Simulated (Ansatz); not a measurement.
Crystal: BN.

```
N B
1.0
     2.49824    0.00000    0.00000
    -1.24912    2.16354    0.00000
     0.00000    0.00000    6.63570
N B
2 2
Direct
  0.66667 0.33333 0.25000
  0.33333 0.66667 0.75000
  0.66667 0.33333 0.75000
  0.33333 0.66667 0.25000
```

Program: Ansatz 0.2.0. Alike in all runs: task single point; level HSE06 form with a typed share of exact exchange; potentials or basis Ansatz PAW; no spin polarisation; cell as given; k mesh 6 × 6 × 2; cutoff (eV) 420; smearing fermi-dirac 0.05 eV; the mesh is coarse, so values aren't converged.

**Question.** Order these runs on this cell by their band gap on the k mesh, lowest first.
A. share of exact exchange 0.25
B. share of exact exchange 0.5
C. share of exact exchange 0.3
D. share of exact exchange 0.4

**Answer.** A (5.63 eV), C (5.91 eV), D (6.47 eV), B (7.05 eV).

Caveats: all runs use coarse meshes.

A k mesh can miss the band edges.
